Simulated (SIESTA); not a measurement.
Hf2S:

```
Hf S
1.0
     3.37427    0.00000    0.00000
    -1.68714    2.92221    0.00000
     0.00000    0.00000   11.71741
Hf S
4 2
Direct
  0.33333 0.66667 0.10019
  0.66667 0.33333 0.60019
  0.33333 0.66667 0.39981
  0.66667 0.33333 0.89981
  0.00000 0.00000 0.25000
  0.00000 0.00000 0.75000
```

The cell comes from a database or a generator and needn't be the stable form of this composition.

```yaml
Program: SIESTA 5.4.2
Task: single point
Functional: PBEsol
Potentials_or_basis: PseudoDojo 0.4 standard (PBEsol files)
Basis: DZP (energy shift 0.003 Ry; two zetas on semicore shells)
Grid_cutoff: 800 Ry
Energy_shift: 0.003 Ry
k_mesh: 9 × 9 × 3
Occupations: fermi-dirac, width 0.05 eV
Spin: no spin polarisation
```

On this cell: pressure -2.3 GPa; largest force 0.088 eV/Å; band gap on the k mesh none (metal or under the smearing width).

The same run follows on a disturbed copy (atoms moved at random, drawn with an rms of 0.05 Å):

```
Hf S
1.0
     3.37427    0.00000    0.00000
    -1.68714    2.92221    0.00000
     0.00000    0.00000   11.71741
Hf S
4 2
Direct
  0.34133 0.65976 0.10036
  0.66935 0.34297 0.60221
  0.32641 0.66904 0.39462
  0.65348 0.33976 0.90242
  0.98357 0.99616 0.24823
  0.99348 0.98250 0.75179
```

Task: What does the disturbed cell give?

Result: The energy (extrapolated to zero smearing) moves by +15.5 meV/atom; pressure -2.0 GPa; largest force 0.792 eV/Å; band gap on the k mesh none (metal or under the smearing width).

Forces on the atoms (eV/Å):
```
Hf  -0.549  0.086 -0.028
Hf  -0.030 -0.341 -0.497
Hf  -0.013 -0.081  0.788
Hf   0.394 -0.339 -0.265
S    0.415  0.100  0.004
S   -0.217  0.574 -0.001
```

Stress tensor (GPa, compression positive):
```
-2.51  0.39  0.21
 0.39 -1.98  0.14
 0.21  0.14 -1.48
```

Caveats: short orbitals over semicore shells can move pressures by several GPa; the basis of atomic orbitals isn't converged, which shifts pressures, moduli and gaps.
